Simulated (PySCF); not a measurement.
Reproducing measurements on propanoic acid

**Measured values to compare with.**

NIST CCCBDB Release 22 (SRD 101), experimental polarizabilities lists, for the gas: mean polarisability 6.96 Å³.

How close the calculation comes is told at the end.

Compound: propanoic acid, C3H6O2.
SMILES with atom numbers: `[CH3:1][CH2:2][C:3](=[O:4])[OH:5]` (hydrogens: H6, H7, H8 on C1; H9, H10 on C2; H11 on O5)

Structure used (PBE0-D3(BJ)/def2-SVP), in Å, numbered top down from 1:
```xyz
11
C3H6O2 angstrom
C     -1.4573    0.1929    0.3223
C     -0.1594   -0.5781    0.1997
C      1.0422    0.3122    0.0355
O      1.0257    1.5147    0.0130
O      2.1752   -0.3954   -0.0860
H     -2.3075   -0.4909    0.4563
H     -1.4268    0.8811    1.1791
H     -1.6403    0.8019   -0.5746
H     -0.1697   -1.2735   -0.6565
H      0.0271   -1.2161    1.0802
H      2.8909    0.2511   -0.1841
```

The PySCF runs (gas phase, on this PBE0-D3(BJ)/def2-SVP geometry; no spin–orbit coupling):

| level | job | basis functions |
| --- | --- | --- |
| CAM-B3LYP/def2-SVPD | 10 singlets by full TDDFT, 4 Tamm–Dancoff triplets, polarisability, ΔSCF ions | 154 |
| B3LYP/def2-SVPD | 10 singlets by full TDDFT, 4 Tamm–Dancoff triplets, polarisability, ΔSCF ions | 154 |
| BHandHLYP/def2-SVPD | 10 singlets by full TDDFT, 4 Tamm–Dancoff triplets, polarisability, ΔSCF ions | 154 |
| HF/def2-SVPD | 10 singlets by TDHF, 4 Tamm–Dancoff triplets, polarisability, ΔSCF ions | 154 |
| PBE/def2-SVPD | 10 singlets by full TDDFT, 4 Tamm–Dancoff triplets, polarisability, ΔSCF ions | 154 |
| PBE0/def2-SVPD | 10 singlets by full TDDFT, 4 Tamm–Dancoff triplets, polarisability, ΔSCF ions | 154 |
| LC-wPBE/def2-SVPD | 10 singlets by full TDDFT, 4 Tamm–Dancoff triplets, polarisability, ΔSCF ions | 154 |
| PBE0/6-31+G* | 10 singlets by full TDDFT, 4 Tamm–Dancoff triplets, polarisability | 102 |
| PBE0/6-31G* | 10 singlets by full TDDFT, 4 Tamm–Dancoff triplets, polarisability | 82 |
| PBE0/aug-cc-pVDZ | 10 singlets by full TDDFT, 4 Tamm–Dancoff triplets, polarisability | 169 |
| PBE0/def2-SVP | 10 singlets by full TDDFT, 4 Tamm–Dancoff triplets, polarisability | 100 |
| PBE0/def2-TZVP | 10 singlets by full TDDFT, 4 Tamm–Dancoff triplets, polarisability | 191 |

All basis functions are spherical.

## Comparison

**Mean polarisability.** Measured: 6.96 Å³ (NIST CCCBDB Release 22 (SRD 101), experimental polarizabilities).

| level | computed (Å³) | computed − measured (Å³) | % (from the printed values) |
| --- | --- | --- | --- |
| CAM-B3LYP/def2-SVPD | 6.68 | -0.28 | -4 |
| B3LYP/def2-SVPD | 6.78 | -0.18 | -3 |
| BHandHLYP/def2-SVPD | 6.47 | -0.49 | -7 |
| HF/def2-SVPD | 6.16 | -0.80 | -11 |
| PBE/def2-SVPD | 7.04 | +0.08 | +1 |
| PBE0/def2-SVPD | 6.70 | -0.26 | -4 |
| LC-wPBE/def2-SVPD | 6.53 | -0.43 | -6 |
| PBE0/6-31+G* | 6.19 | -0.77 | -11 |
| PBE0/6-31G* | 5.40 | -1.56 | -22 |
| PBE0/aug-cc-pVDZ | 6.80 | -0.16 | -2 |
| PBE0/def2-SVP | 5.51 | -1.45 | -21 |
| PBE0/def2-TZVP | 6.35 | -0.61 | -9 |

12 of the 15 levels run are shown, the closest and the furthest among them. Closest is PBE/def2-SVPD (+0.08 Å³), furthest PBE0/6-31G* (-1.56 Å³); one molecule doesn't rank methods. The computed values are static and purely electronic, with core orbitals frozen in the response (1 au = 0.148185 Å³). The table of measured values doesn't say here whether a value is static or optical, or holds a vibrational part. The measurement averages over conformers, the calculation has one.

No measured geometry was used, and the causes of the misses weren't examined.
